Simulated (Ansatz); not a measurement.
# Si2Mo (I4/mmm), a film clamped to a substrate

The calculation used Ansatz, DFT PBEsol, scalar-relativistic, plane waves, PAW. The runs took a 420 eV cutoff, a Γ-centred 20×20×20 mesh and Gaussian smearing (0.15 eV). No spin polarisation. Energies are free energies at this smearing, counted from the undisturbed cell; pressure is positive in compression.

Zero of the scan (relaxed at this level):

```xyz
3
Lattice="-1.5950 1.5950 3.9107 1.5950 -1.5950 3.9107 1.5950 1.5950 -3.9107" Properties=species:S:1:pos:R:3 pbc="T T T"
Si    0.0000    0.0000    2.6206
Si    0.0000    0.0000    5.2008
Mo    0.0000    0.0000    0.0000
```

The cell (3 atoms, V0 = 39.80 Å³) is strained by p along both x and y and by q along z, fractional coordinates fixed. τp = (1/V0) ∂E/∂p = (σxx + σyy)(1 + p)(1 + q) and τq = (1/V0) ∂E/∂q = σzz(1 + p)², with tension positive.

| p | q | ΔE (meV/atom) | τp (GPa) | τq (GPa) |
| --- | --- | --- | --- | --- |
| 0.000 | 0.000 | 0.00 | -0.03 | 0.04 |
| -0.025 | 0.000 | 29.90 | -29.82 | -5.48 |
| 0.025 | 0.000 | 26.05 | 24.34 | 4.45 |
| 0.000 | -0.025 | 14.57 | -5.14 | -14.63 |
| 0.000 | 0.025 | 12.80 | 4.71 | 11.88 |

Get the second derivatives of the energy density.

Central differences give A = ∂τp/∂p = 1083 GPa (C11 + C22 + 2 C12), C = ∂τq/∂q = 530 GPa (C33) and the cross term B = ∂τq/∂p = 199 GPa (C13 + C23); ∂τp/∂q = 197 GPa must equal B, and any difference shows higher-order terms. The ions are clamped.

A film of this crystal grows with z along the normal on a substrate that imposes p. How does its thickness respond, and what does the misfit cost?

Count p and q from the stress-free cell. A free surface needs τq = 0, so q = −(B/C) p = -0.37 p. The energy density left is (A − B²/C) p²/2 = M p², with the biaxial modulus M = 504 GPa; a misfit of 1 % costs 4.18 meV/atom, against 4.49 meV/atom if the thickness were held.

At p = -0.050 the energies along q are 245.6 (q = -0.050), 168.9 (q = -0.025), 127.6 (q = 0.000), 115.2 (q = 0.025), 125.8 (q = 0.050) meV/atom.

Does the linear rule hold at this misfit?

A parabola through the lowest point and its neighbours has its minimum at q = 0.026, 115.2 meV/atom. With the stress left in the starting cell, τp0 and τq0, linear elasticity gives q = −(τq0 + Bp)/C = 0.019 and E = V0(τp0 p + τq0 q + Ap²/2 + Bpq + Cq²/2)/N = 104.6 meV/atom. The energies differ by more than a tenth, so the quadratic law fails here: the gap holds the anharmonic part, with some error from the wide steps. Cubic terms also shift the vertex of so wide a parabola.

Forces appear on the atoms along this scan, and letting them relax would lower the energy and soften the response. In a metal these slopes depend on the k mesh and the smearing.

The film behaves as a stiff solid with weak coupling between plane and normal. The thickness changes by only -0.37 of the in-plane strain, far from what constant volume would require, so freeing it lowers the cost of a 1 % misfit only from 4.49 to 4.18 meV/atom. This fits the bonding expected in this disilicide: directional Mo d–Si p hybridisation, together with Si–Si bonds, resists changes in bond angle as well as length, unlike the softer shear response of many simple metals.

Compression costs more than equal extension along both strain coordinates, as expected when short-range repulsion rises faster than bonding weakens on stretching. The same asymmetry probably explains why the energy at p = -0.050 lies above the harmonic estimate, and it suggests that a large tensile misfit would cost less than a compressive one. Because the in-plane strain is equibiaxial, C11 and C12 remain unseparated, and the scan can't rank the uniaxial stiffness along x against that along z.
